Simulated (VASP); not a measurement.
Set up this calculation in VASP 6.6.1, as the native input.

| Quantity | Value |
| --- | --- |
| Task | relaxation of cell and atoms |
| Functional | PBE |
| Dispersion | D3(BJ) |
| Potentials or basis | VASP PAW PBE potentials, release 64 (B, N) |
| Cutoff | 600 eV |
| k mesh | 12 × 12 × 4 |
| Occupations | gaussian, width 0.01 eV |
| Spin | no spin polarisation |
| Dipole correction | no |
| Further INCAR settings | ALGO = Fast; EDIFF = 1e-06; IBRION = 2; EDIFFG = -0.001; NSW = 80; ISIF = 3 |

The structure of BN lies in POSCAR:

```
BN
1.0
    2.5064254127      0.0000000000      0.0000000000
   -1.2532127064      2.1706280801      0.0000000000
    0.0000000000      0.0000000000      6.6141238871
B N
2 2
Direct
    0.3333333333      0.6666666667      0.2500000000
    0.6666666667      0.3333333333      0.7500000000
    0.3333333333      0.6666666667      0.7500000000
    0.6666666667      0.3333333333      0.2500000000
```

The cell isn't the ideal one: cell and atoms relaxed tightly for response.

The input as run:

INCAR

```
PREC = Accurate
ENCUT = 600
EDIFF = 1E-6
ISMEAR = 0
SIGMA = 0.01
LREAL = False
LASPH = True
NELM = 100
ALGO = Fast
ISIF = 3
LWAVE = False
LCHARG = False
GGA = PE
IVDW = 12
IBRION = 2
NSW = 80
EDIFFG = -0.001
```

KPOINTS

```
Automatic mesh
0
Gamma
  12 12 4
```

Potentials or basis: VASP PAW PBE potentials, release 64 (B, N).

Run with:

```bash
$ cat potpaw_PBE.64/B/POTCAR potpaw_PBE.64/N/POTCAR > POTCAR
$ mpirun -np 1 vasp_std > vasp.out
```

It gave:

```
Relaxed volume                         : 8.92 Å³/atom
Relaxed cell                           : a = 2.506 Å, b = 2.506 Å, c = 6.559 Å, α = 90.00°, β = 90.00°, γ = 120.00°
Space group after relaxing (to 0.05 Å) : P6_3/mmc (No. 194)
Energy gained by relaxing              : 0.1 meV/atom
Ionic steps                            : 8
Pressure after relaxing                : 0.0 GPa
Band gap on the k mesh                 : 4.25 eV, indirect (least direct gap 4.63 eV)
Dispersion energy per atom             : -0.143 eV
```

It took 2.4 min on 1 thread of Intel(R) Xeon(R) Platinum 8175M CPU @ 2.50GHz (Skylake/Cascade Lake), on a shared host, peak memory 0.17 GiB.
